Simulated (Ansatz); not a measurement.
# CoSi2: the cost of one run

Method: DFT PBE, scalar-relativistic, plane waves, PAW, in Ansatz 0.2.0.

1 further run of the same task is left out (set aside as unsound or not needed).

**1. The structure to begin with**

Symmetry: Fd-3m, No. 227, cubic system. The conventional cell has a = 5.470 Å, b = 5.470 Å, c = 5.470 Å, α = 90.00°, β = 90.00°, γ = 90.00°. Si (site symmetry -43m) has 4 Si at 2.37 Å as nearest neighbours.

Structure file:

```
Si
1.0
     0.00000    2.73488    2.73488
     2.73488    0.00000    2.73488
     2.73488    2.73488    0.00000
Si
2
Direct
  0.50000 0.50000 0.50000
  0.75000 0.75000 0.75000
```

It is the result of an earlier relaxation at this level (volume 20.46 Å³/atom; gap on the mesh: 0.62 eV).

**2. The film's bulk: CoSi2**

Relaxed beforehand at this level: -2133.0585 eV/atom, gap on the mesh none (metal).

```cif
data_structure
_symmetry_space_group_name_H-M 'Fm-3m'
_symmetry_Int_Tables_number 225
_cell_length_a 5.3599
_cell_length_b 5.3599
_cell_length_c 5.3599
_cell_angle_alpha 90.000
_cell_angle_beta 90.000
_cell_angle_gamma 90.000
_cell_volume 153.98
loop_
_atom_site_label
_atom_site_type_symbol
_atom_site_symmetry_multiplicity
_atom_site_Wyckoff_symbol
_atom_site_fract_x
_atom_site_fract_y
_atom_site_fract_z
_atom_site_occupancy
Co1 Co 4 a 0.00000 0.00000 0.00000 1
Si1 Si 8 c 0.25000 0.75000 0.75000 1
```

**3. CoSi2 strained to the base's plane**

The (111) plane of CoSi2 is fitted to the (111) plane of Si, a strain of +2.1 % along x and +2.1 % along y; the third vector and the atoms relax.

input.yaml reads:

```yaml
crystal:
  lattice:
    - [3.8677060746, 0.0, 0.0]
    - [-1.9338530373, 3.349531715, 0.0]
    - [-1.9338530373, 1.1165105717, 3.0200771098]
  atoms:
    - { symbol: Co, position: [0.0, 0.0, 0.0] }
    - { symbol: Si, position: [0.25, 0.75, 0.75] }
    - { symbol: Si, position: [0.75, 0.25, 0.25] }
basis:
  ecutwfc: 420
kpoints:
  mp_grid: { grid: [9, 9, 11] }
hamiltonian:
  xc: pbe
scf:
  occupations: { method: gaussian, width: 0.1 }
output:
  forces: true
  stress: true
  eigenvalues: true
relax:
  adjacent_minimum: "off"
  f_tol: 0.01
  max_steps: 50
  cell: { fix: [a, b, gamma], stress_tol: 0.1 }
```

Launch:

```sh
ansatz run input.yaml --threads 4 --pin off --max-ram 10240MiB --backend cpu --events-out ev --progress --plain --runs-dir out
```

What time and memory should one allow on 4 threads of Intel Xeon Platinum 8488C (Sapphire Rapids), shared host?

About 13 s, with a peak of 0.55 GiB.
